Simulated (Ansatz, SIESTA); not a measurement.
# One calculation of C, 3 ways

```
C
1.0
     2.12732   -1.22828    0.00000
     2.12732    1.22828    0.00000
    -1.37907    0.00000    3.50283
C
2
Direct
  0.16664 0.16664 0.99991
  0.83336 0.83336 0.00009
```

Alike in all runs: task band structure; functional LDA; k mesh 13 × 13 × 8; occupations fermi-dirac, width 0.05 eV; no spin polarisation; no spin-orbit coupling. LDA stands for any of its common fits. Pressure is positive in compression and, in plane waves, holds the error of the finite cutoff, which Ansatz's Pulay term estimates and takes out.

| program and potentials | plane-wave cutoff (eV) | notes | band gap (eV) | pressure (GPa) |
| --- | --- | --- | --- | --- |
| Ansatz, Ansatz PAW | 420 | potentials made for PBE, which Ansatz adapts in part; Pulay term of +0.68 GPa included | 0.90 | -4.10 |
| Ansatz, all-electron LAPW, scalar-relativistic | - | - | ? | ? |
| SIESTA, files PseudoDojo sr-lda-0.4.1-standard, DZP (energy shift 0.003 Ry) | - | atomic basis | 0.91 | 5.68 |

Estimate from the other rows what the run with Ansatz, all-electron LAPW, scalar-relativistic gave.

Band gap 0.90 eV; pressure -4.08 GPa. The other rows, which needn't bracket it: band gap 0.90 to 0.91; pressure -4.10 to 5.68.
